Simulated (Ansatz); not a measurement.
Bulk crystal (TlCl) after relaxation:

```cif
data_structure
_symmetry_space_group_name_H-M 'Pm-3m'
_symmetry_Int_Tables_number 221
_cell_length_a 3.8370
_cell_length_b 3.8370
_cell_length_c 3.8370
_cell_angle_alpha 90.000
_cell_angle_beta 90.000
_cell_angle_gamma 90.000
_cell_volume 56.49
loop_
_atom_site_label
_atom_site_type_symbol
_atom_site_symmetry_multiplicity
_atom_site_Wyckoff_symbol
_atom_site_fract_x
_atom_site_fract_y
_atom_site_fract_z
_atom_site_occupancy
Tl1 Tl 1 a 0.00000 0.00000 0.00000 1
Cl1 Cl 1 b 0.50000 0.50000 0.50000 1
```

Miller indices refer to the conventional cell of Pm-3m (No. 221), a = 3.837 Å, b = 3.837 Å, c = 3.837 Å, α = 90.00°, β = 90.00°, γ = 90.00°. The bulk's gap is 2.51 eV.

These are results of Ansatz, DFT r2SCAN, scalar-relativistic, plane waves, PAW, not measurements. Cutoff 500 eV, Gaussian smearing of 0.05 eV, no spin polarisation. A dipole correction acts along the normal.

This cut of an insulator is polar or leaves open shells, so the slab is metallic here; real surfaces compensate by reconstruction or adsorbates. The slab's middle planes relax by over 3 % too, so it holds no bulk-like region.

A relaxed slab with low-index faces, about a nanometre thick, has these properties:

For this slab, the surface energy (mean of both faces) is 0.55 J/m². The gap of the slab on the mesh is none (metal or semimetal). The work function is 2.13 eV (top), 7.66 eV (bottom) and the dipole of the slab along +c, per cell is 0.45 e·Å.

(1) Which low-index plane was cut, and which atoms end it?

Spin-orbit coupling is left out, which matters for the bands of heavy elements.

Answers

(1) The (100) plane, with Tl in the top plane and Cl in the bottom one as cut, before relaxation. The planes from bottom to top: Cl, Tl, Cl, Tl, Cl, Tl.